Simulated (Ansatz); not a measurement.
# linear B chain under tension and compression, part 2 of 2

Does stretching change the magnetism or the channel count of the linear B chain?

Ansatz 0.2.0; DFT PBE, plane waves, PAW; relaxation of a chain's period (the session's first sound run).

So far, conductance of the lead as this run defines it (G₀): step 3 (At a set period, period over the relaxed period 0.88 …) 2.00.

### Step 4. At a set period, period over the relaxed period 0.92, k-mesh 1×1×57

Level of this step: DFT PBE, plane waves, PAW; channels and complex bands of a perfect chain (Ansatz).

The period is set to 0.92 times the relaxed one: shorter bonds widen the bands.

The cell differs from the one that the last finished run ended in (c 1.363 → 1.425 Å).

Contents of input.yaml:

```yaml
crystal:
  lattice:
    - [7.5, 0.0, 0.0]
    - [0.0, 7.5, 0.0]
    - [0.0, 0.0, 1.4251237421]
  atoms:
    - { symbol: B, position: [0.5, 0.5, 0.0], spin: 0.3 }
magnetization:
  spin_polarized: true
kpoints:
  mp_grid: { grid: [1, 1, 57] }
scf:
  occupations: { method: fermi_dirac, width: 0.05 }
hamiltonian:
  xc: pbe
output:
  transmission:
    e_range: [-2, 2]
    de: 0.035
    kmesh: [1, 1]
    reduced_basis: true
    leads: [[0, 0]]
  stress: true
```

The run is started by

```sh
ansatz run input.yaml --threads 4 --pin off --max-ram 8192MiB --backend cpu --events-out ev --progress --plain --runs-dir out
```

Numbers of over 12 decimals in the logs are rounded to 6 here.

What it wrote:

```text
[...]
Crystal: 1 atoms, lattice volume = 80.163 Å³
Basis set: ecut = 420 eV, 1597 PW (Γ)
Bands: 6, of which v1, the nominal top of the filled ones, is band 2 counted from 1 (1 counted from 0)
Symmetry: 16 space group operations
[...]
k-points: 29 of 57
[...]
Starting moments: Σ|m| = 0.3 μB on 1 of 1 site
[...]
--- Transmission ---
  basis      : 497 plane waves across, 2 finite elements along
  points     : 1, standing for a mesh of 1 x 1
[...]
crystal 0  : B1, at the sites [0, 0], period 1.4251 Å: whole cells are its period
[...]
filled         : 13.6 meV under the level at which it is neutral
    channels       : 2.000000e0 up, 2.000000e0 down
[...]
[key lines of the parts left out:]
SCF converged after 14 iterations
Magnetization: 0.0000 μB (1.5000 up, 1.5000 down)
Free energy (F): -153.958545 eV
Fermi energy:    -4.728301 eV
P = ⅓ Tr σ = 4.7111 GPa (47.111 kbar)
```

Wall time 6 s (4 threads of Arm Neoverse V2, shared host); peak memory 0.31 GiB.

At the computed energy nearest the Fermi level there are 2 spin-up and 2 spin-down channels, and the thermal average gives 2.00 G₀.

### Step 5. At a set period, period over the relaxed period 0.96, k-mesh 1×1×54

The period is set to 0.96 times the relaxed one: shorter bonds widen the bands.

The cell differs from the one that the last finished run ended in (c 1.425 → 1.487 Å).

input.yaml: that of step 4 with these lines changed.

```diff
@@ -4,3 +4,3 @@
     - [0.0, 7.5, 0.0]
-    - [0.0, 0.0, 1.4251237421]
+    - [0.0, 0.0, 1.4870856439]
   atoms:
@@ -10,3 +10,3 @@
 kpoints:
-  mp_grid: { grid: [1, 1, 57] }
+  mp_grid: { grid: [1, 1, 54] }
 scf:
```

What it wrote:

```text
[...]
Crystal: 1 atoms, lattice volume = 83.649 Å³
Basis set: ecut = 420 eV, 1693 PW (Γ)
Bands: 6, of which v1, the nominal top of the filled ones, is band 2 counted from 1 (1 counted from 0)
Symmetry: 16 space group operations
[...]
k-points: 28 of 54
[...]
Starting moments: Σ|m| = 0.3 μB on 1 of 1 site
[...]
--- Transmission ---
  basis      : 497 plane waves across, 2 finite elements along
  points     : 1, standing for a mesh of 1 x 1
[...]
crystal 0  : B1, at the sites [0, 0], period 1.4871 Å: whole cells are its period
[...]
filled         : 24.2 meV over the level at which it is neutral
    channels       : 2.000000e0 up, 2.000000e0 down
[...]
[key lines of the parts left out:]
SCF converged after 14 iterations
Magnetization: 0.0000 μB (1.5000 up, 1.5000 down)
Free energy (F): -154.174038 eV
Fermi energy:    -4.589216 eV
P = ⅓ Tr σ = 2.0765 GPa (20.765 kbar)
```

Elapsed: 5.5 s, on 4 threads; peak memory 0.32 GiB; 18 s of CPU time.

At the computed energy nearest the Fermi level there are 2 spin-up and 2 spin-down channels, and the thermal average gives 2.00 G₀.

### Step 6. At a set period, period over the relaxed period 1, k-mesh 1×1×52

The period is set to 1.0 times the relaxed one, as the point of reference.

input.yaml: that of step 5 with these lines changed.

```diff
@@ -4,3 +4,3 @@
     - [0.0, 7.5, 0.0]
-    - [0.0, 0.0, 1.4870856439]
+    - [0.0, 0.0, 1.5490475458]
   atoms:
@@ -10,3 +10,3 @@
 kpoints:
-  mp_grid: { grid: [1, 1, 54] }
+  mp_grid: { grid: [1, 1, 52] }
 scf:
```

What it wrote:

```text
[...]
Crystal: 1 atoms, lattice volume = 87.134 Å³
Basis set: ecut = 420 eV, 1725 PW (Γ)
Bands: 6, of which v1, the nominal top of the filled ones, is band 2 counted from 1 (1 counted from 0)
Symmetry: 16 space group operations
[...]
k-points: 27 of 52
[...]
Starting moments: Σ|m| = 0.3 μB on 1 of 1 site
[...]
--- Transmission ---
  basis      : 497 plane waves across, 2 finite elements along
  points     : 1, standing for a mesh of 1 x 1
[...]
crystal 0  : B1, at the sites [0, 0], period 1.5490 Å: whole cells are its period
[...]
filled         : 5.4 meV over the level at which it is neutral
    channels       : 2.000000e0 up, 2.000000e0 down
[...]
[key lines of the parts left out:]
SCF converged after 13 iterations
Magnetization: 0.0000 μB (1.5000 up, 1.5000 down)
Free energy (F): -154.238444 eV
Fermi energy:    -4.521083 eV
P = ⅓ Tr σ = 0.0431 GPa (0.431 kbar)
```

Run time: 6.3 s. Hardware: 4 threads; peak memory 0.32 GiB; 21 s of CPU time.

At the computed energy nearest the Fermi level there are 2 spin-up and 2 spin-down channels, and the thermal average gives 2.00 G₀.

### Step 7. At a set period, period over the relaxed period 1.04, k-mesh 1×1×50

The period is set to 1.04 times the relaxed one: longer bonds narrow the bands.

The cell differs from the one that the last finished run ended in (c 1.549 → 1.611 Å).

input.yaml: that of step 6 with these lines changed.

```diff
@@ -4,3 +4,3 @@
     - [0.0, 7.5, 0.0]
-    - [0.0, 0.0, 1.5490475458]
+    - [0.0, 0.0, 1.6110094476]
   atoms:
@@ -10,3 +10,3 @@
 kpoints:
-  mp_grid: { grid: [1, 1, 52] }
+  mp_grid: { grid: [1, 1, 50] }
 scf:
```

What it wrote:

```text
[...]
Crystal: 1 atoms, lattice volume = 90.619 Å³
Basis set: ecut = 420 eV, 1781 PW (Γ)
Bands: 6, of which v1, the nominal top of the filled ones, is band 2 counted from 1 (1 counted from 0)
Symmetry: 16 space group operations
[...]
k-points: 26 of 50
[...]
Starting moments: Σ|m| = 0.3 μB on 1 of 1 site
[...]
--- Transmission ---
  basis      : 497 plane waves across, 2 finite elements along
  points     : 1, standing for a mesh of 1 x 1
[...]
crystal 0  : B1, at the sites [0, 0], period 1.6110 Å: whole cells are its period
[...]
filled         : 14.4 meV under the level at which it is neutral
    channels       : 2.000000e0 up, 2.000000e0 down
[...]
[key lines of the parts left out:]
SCF converged after 15 iterations
Magnetization: 0.0000 μB (1.5000 up, 1.5000 down)
Free energy (F): -154.185409 eV
Fermi energy:    -4.465969 eV
P = ⅓ Tr σ = -1.5010 GPa (-15.010 kbar)
```

It took 6.2 s on 4 threads; peak memory 0.32 GiB; 21 s of CPU time.

At the computed energy nearest the Fermi level there are 2 spin-up and 2 spin-down channels, and the thermal average gives 2.00 G₀. The change of length costs 0.054 eV a cell and leaves no moment.

### Step 8. At a set period, period over the relaxed period 1.08, k-mesh 1×1×48

The period is set to 1.08 times the relaxed one: longer bonds narrow the bands.

The cell differs from the one that the last finished run ended in (c 1.611 → 1.673 Å).

input.yaml: that of step 7 with these lines changed.

```diff
@@ -4,3 +4,3 @@
     - [0.0, 7.5, 0.0]
-    - [0.0, 0.0, 1.6110094476]
+    - [0.0, 0.0, 1.6729713494]
   atoms:
@@ -10,3 +10,3 @@
 kpoints:
-  mp_grid: { grid: [1, 1, 50] }
+  mp_grid: { grid: [1, 1, 48] }
 scf:
```

What it wrote:

```text
[...]
Crystal: 1 atoms, lattice volume = 94.105 Å³
Basis set: ecut = 420 eV, 1837 PW (Γ)
Bands: 6, of which v1, the nominal top of the filled ones, is band 2 counted from 1 (1 counted from 0)
Symmetry: 16 space group operations
[...]
k-points: 25 of 48
[...]
Starting moments: Σ|m| = 0.3 μB on 1 of 1 site
[...]
--- Transmission ---
  basis      : 497 plane waves across, 3 finite elements along
  points     : 1, standing for a mesh of 1 x 1
[...]
crystal 0  : B1, at the sites [0, 0], period 1.6730 Å: whole cells are its period
[...]
filled         : 0.6 meV over the level at which it is neutral
    channels       : 2.000000e0 up, 2.000000e0 down
[...]
[key lines of the parts left out:]
SCF converged after 14 iterations
Magnetization: 0.0000 μB (1.5000 up, 1.5000 down)
Free energy (F): -154.044544 eV
Fermi energy:    -4.386114 eV
P = ⅓ Tr σ = -2.6578 GPa (-26.578 kbar)
```

Wall time 9.3 s (4 threads); peak memory 0.36 GiB; 30 s of CPU time.

At the computed energy nearest the Fermi level there are 2 spin-up and 2 spin-down channels, and the thermal average gives 2.00 G₀. The change of length costs 0.195 eV a cell and leaves no moment.

### Step 9. The chain at a fixed length, period over the relaxed period 1.13, k-mesh 1×1×46

The period is set to 1.13 times the relaxed one: longer bonds narrow the bands.

The cell differs from the one that the last finished run ended in (c 1.673 → 1.750 Å).

input.yaml: that of step 8 with these lines changed.

```diff
@@ -4,3 +4,3 @@
     - [0.0, 7.5, 0.0]
-    - [0.0, 0.0, 1.6729713494]
+    - [0.0, 0.0, 1.7504237267]
   atoms:
@@ -10,3 +10,3 @@
 kpoints:
-  mp_grid: { grid: [1, 1, 48] }
+  mp_grid: { grid: [1, 1, 46] }
 scf:
```

What it wrote:

```text
[...]
Crystal: 1 atoms, lattice volume = 98.461 Å³
Basis set: ecut = 420 eV, 1893 PW (Γ)
Bands: 6, of which v1, the nominal top of the filled ones, is band 2 counted from 1 (1 counted from 0)
Symmetry: 16 space group operations
[...]
k-points: 24 of 46
[...]
Starting moments: Σ|m| = 0.3 μB on 1 of 1 site
[...]
--- Transmission ---
  basis      : 497 plane waves across, 3 finite elements along
  points     : 1, standing for a mesh of 1 x 1
[...]
crystal 0  : B1, at the sites [0, 0], period 1.7504 Å: whole cells are its period
[...]
filled         : 13.7 meV over the level at which it is neutral
    channels       : 2.000000e0 up, 2.000000e0 down
[...]
[key lines of the parts left out:]
SCF converged after 14 iterations
Magnetization: 0.0000 μB (1.5000 up, 1.5000 down)
Free energy (F): -153.779938 eV
Fermi energy:    -4.303811 eV
P = ⅓ Tr σ = -3.6751 GPa (-36.751 kbar)
```

Elapsed: 9.8 s, on 4 threads; peak memory 0.36 GiB.

At the computed energy nearest the Fermi level there are 2 spin-up and 2 spin-down channels, and the thermal average gives 2.00 G₀. The change of length costs 0.460 eV a cell and leaves no moment.

### Step 10. At a set period, period over the relaxed period 1.2, k-mesh 1×1×44

The period is set to 1.2 times the relaxed one: longer bonds narrow the bands.

The cell differs from the one that the last finished run ended in (c 1.750 → 1.859 Å).

input.yaml: that of step 9 with these lines changed.

```diff
@@ -4,3 +4,3 @@
     - [0.0, 7.5, 0.0]
-    - [0.0, 0.0, 1.7504237267]
+    - [0.0, 0.0, 1.8588570549]
   atoms:
@@ -10,3 +10,3 @@
 kpoints:
-  mp_grid: { grid: [1, 1, 46] }
+  mp_grid: { grid: [1, 1, 44] }
 scf:
```

What it wrote:

```text
[...]
Crystal: 1 atoms, lattice volume = 104.561 Å³
Basis set: ecut = 420 eV, 2031 PW (Γ)
Bands: 6, of which v1, the nominal top of the filled ones, is band 2 counted from 1 (1 counted from 0)
Symmetry: 16 space group operations
[...]
k-points: 23 of 44
[...]
Starting moments: Σ|m| = 0.3 μB on 1 of 1 site
[...]
--- Transmission ---
  basis      : 497 plane waves across, 3 finite elements along
  points     : 1, standing for a mesh of 1 x 1
[...]
crystal 0  : B1, at the sites [0, 0], period 1.8589 Å: whole cells are its period
[...]
filled         : 5.2 meV over the level at which it is neutral
    channels       : 2.000000e0 up, 2.000000e0 down
[...]
[key lines of the parts left out:]
SCF converged after 15 iterations
Magnetization: 0.0000 μB (1.5000 up, 1.5000 down)
Free energy (F): -153.302956 eV
Fermi energy:    -4.233072 eV
P = ⅓ Tr σ = -4.4926 GPa (-44.926 kbar)
```

Run time: 9 s. Hardware: 4 threads; peak memory 0.36 GiB.

At the computed energy nearest the Fermi level there are 2 spin-up and 2 spin-down channels, and the thermal average gives 2.00 G₀. The change of length costs 0.937 eV a cell and leaves no moment.

### Step 11. The chain at a fixed length, period over the relaxed period 1.3, k-mesh 1×1×40

The period is set to 1.3 times the relaxed one: longer bonds narrow the bands.

The cell differs from the one that the last finished run ended in (c 1.859 → 2.014 Å).

input.yaml: that of step 10 with these lines changed.

```diff
@@ -4,3 +4,3 @@
     - [0.0, 7.5, 0.0]
-    - [0.0, 0.0, 1.8588570549]
+    - [0.0, 0.0, 2.0137618095]
   atoms:
@@ -10,3 +10,3 @@
 kpoints:
-  mp_grid: { grid: [1, 1, 44] }
+  mp_grid: { grid: [1, 1, 40] }
 scf:
```

What it wrote:

```text
[...]
Crystal: 1 atoms, lattice volume = 113.274 Å³
Basis set: ecut = 420 eV, 2223 PW (Γ)
Bands: 6, of which v1, the nominal top of the filled ones, is band 2 counted from 1 (1 counted from 0)
Symmetry: 16 space group operations
[...]
k-points: 21 of 40
[...]
Starting moments: Σ|m| = 0.3 μB on 1 of 1 site
[...]
--- Transmission ---
  basis      : 497 plane waves across, 3 finite elements along
  points     : 1, standing for a mesh of 1 x 1
[...]
crystal 0  : B1, at the sites [0, 0], period 2.0138 Å: whole cells are its period
[...]
filled         : 2.0 meV over the level at which it is neutral
    channels       : 2.000000e0 up, 2.000000e0 down
[...]
[key lines of the parts left out:]
SCF converged after 13 iterations
Magnetization: 0.0000 μB (1.5000 up, 1.5000 down)
Free energy (F): -152.525159 eV
Fermi energy:    -4.149555 eV
P = ⅓ Tr σ = -4.8089 GPa (-48.089 kbar)
```

The job ended after 8.4 s (4 threads; peak memory 0.36 GiB).

At the computed energy nearest the Fermi level there are 2 spin-up and 2 spin-down channels, and the thermal average gives 2.00 G₀. The change of length costs 1.716 eV a cell and leaves no moment.

### Step 12. The series together

Times are for 4 threads of Arm Neoverse V2, shared host. The series side by side:

```tsv
no.	period over the relaxed period	conductance of the lead as this run defines it (G₀)	energy at zero smearing less the lowest (eV)	time	memory (GiB)
1	0.88	2.000	0.6899	5.5 s	0.32
2	0.92	2.000	0.2807	6 s	0.31
3	0.96	2.000	0.06510	5.5 s	0.32
4	1	2.000	0	6.3 s	0.32
5	1.04	2.000	0.05399	6.2 s	0.32
6	1.08	2.000	0.1955	9.3 s	0.36
7	1.13	2.000	0.4600	9.8 s	0.36
8	1.2	2.000	0.9368	9 s	0.36
9	1.3	2.000	1.716	8.4 s	0.36
```

### Step 13. A varied input: output.transmission.reduced_basis = false

This step: DFT PBE, plane waves, PAW; channels and complex bands of a perfect chain; changed: output.transmission.reduced_basis = false (Ansatz 0.2.0).

The atoms of the run at the relaxed period are kept and the input is varied, to see whether the result depends on it.

input.yaml, the sections that differ from step 11:

```yaml
crystal:
  lattice:
    - [7.5, 0.0, 0.0]
    - [0.0, 7.5, 0.0]
    - [0.0, 0.0, 1.5490475458]
  atoms:
    - { symbol: B, position: [0.5, 0.5, 0.0], spin: 0.3 }
kpoints:
  mp_grid: { grid: [1, 1, 52] }
output:
  transmission:
    e_range: [-2, 2]
    de: 0.035
    kmesh: [1, 1]
    reduced_basis: false
    leads: [[0, 0]]
  stress: true
# magnetization, scf, hamiltonian: as in step 11
```

What it wrote:

```text
[...]
Crystal: 1 atoms, lattice volume = 87.134 Å³
Basis set: ecut = 420 eV, 1725 PW (Γ)
Bands: 6, of which v1, the nominal top of the filled ones, is band 2 counted from 1 (1 counted from 0)
Symmetry: 16 space group operations
[...]
k-points: 27 of 52
[...]
Starting moments: Σ|m| = 0.3 μB on 1 of 1 site
[...]
SCF iter   1: F=—  HF=-154.951641 eV  |F-HF|=—  |Δ(HF+E_count)|=         —  Δρ=2.41e-2 (↑1.99e-2 ↓2.41e-2)  dr2=1.72e0  dr2_m=9.16e-3  M=0.124 μB ∫|m|=0.124 μB  β_m=0.30  ethr=3.10e-3  ⟨swp⟩=6.2  Hψ=2931  notcnv=0
[...]
SCF iter  13: F=-154.238444 eV  HF=-154.238444 eV  |F-HF|=2.96e-12  |Δ(HF+E_count)|=  5.42e-10  Δρ=3.76e-8 (↑2.79e-8 ↓3.76e-8)  dr2=1.31e-13  dr2_m=8.50e-13  M=0.000 μB ∫|m|=0.000 μB  ethr=1.00e-12  ⟨swp⟩=2.2  Hψ=545  notcnv=0
SCF 1 converged in 13 iterations: F = -154.238444 eV  dr2 = 1.31e-13
[...]
transmission: 2 of 4 steps passed
transmission: 4 of 4 steps passed
SCF converged after 13 iterations
Magnetization: 0.0000 μB (1.5000 up, 1.5000 down)
Absolute magnetization: 0.0000 μB (∫|ρ↑−ρ↓|, with the PAW one-centre terms)
[...]
Per-site moments (μB) at R_I (Å): [(-1.0277568761203203e-7, 0.638982)]
Free energy (F): -154.238444 eV
[...]
Internal energy: -154.235212 eV  (E = F + TS)
E sigma→0 (E₀):  -154.236828 eV
Entropy (-TS):   -0.003232 eV (-3.232 meV/atom)
Fermi energy:    -4.521083 eV
[...]
--- Stress (GPa, compression-positive) ---
        0.061111       0.000000       0.000000
        0.000000       0.061111       0.000000
        0.000000       0.000000       0.006996
  P = ⅓ Tr σ = 0.0431 GPa (0.431 kbar)
--- Band table (eV; the first three rows and the last of 54) ---
[...]
--- Transmission ---
  basis      : 497 plane waves across, 2 finite elements along
  points     : 1, standing for a mesh of 1 x 1
[...]
crystal 0  : B1, at the sites [0, 0], period 1.5490 Å: whole cells are its period
[...]
filled         : 5.4 meV over the level at which it is neutral
    channels       : 2.000000e0 up, 2.000000e0 down
[...]
```

Elapsed: 2 min, on 4 threads; peak memory 2 GiB.

This step gave:

```
energy at zero smearing : -154.2368 eV
```

Table of open channels of the lead by energy, zero at the Fermi level:

```tsv
energy (eV)	spin up	spin down
-0.985	0	0
-0.810	2	2
-0.600	2	2
-0.390	2	2
-0.215	2	2
-0.005	2	2
0.205	2	2
0.415	2	2
0.590	2	2
0.800	2	2
1.010	2	2
1.185	2	2
1.395	2	2
1.605	2	2
1.815	2	2
```

It took 2 min against 6.3 s for the run it varies, and the conductance is 2.00 G₀ against 2.00 G₀.

The channels at the energy nearest the Fermi level, spin up, channels at the energy nearest the Fermi level, spin down and conductance of the lead as this run defines it stay within 0.2 % plus 0.001 of the run it varies.

### Step 14. Summary of results

```yaml
relaxed_cell_length: 1.549 Å
conductance_at_period_x_0p88: 2.00 G₀
conductance_at_period_x_1p0: 2.00 G₀
conductance_at_period_x_1p13: 2.00 G₀
conductance_at_period_x_1p3: 2.00 G₀
absolute_moment_at_period_x_0p88: 0 μB
absolute_moment_at_period_x_1p0: 0 μB
absolute_moment_at_period_x_1p3: 0 μB
```

What this shows: No moment survives at any length. Transport is coherent and elastic here: the atoms are frozen, so scattering by vibrations plays no part. The lead's cell of one atom keeps the chain straight and evenly spaced; a zigzag or dimerised form may lie lower.

[Logs are printed without paths, hosts, clocks, repeated set-up lines and the standing remarks that a program may print on its own settings, such as how far it seeks lower states.]

[Hosts, paths, dates, database ids (printed as entryN), source tags and the programs' standing remarks are cut or masked in the printed files.]
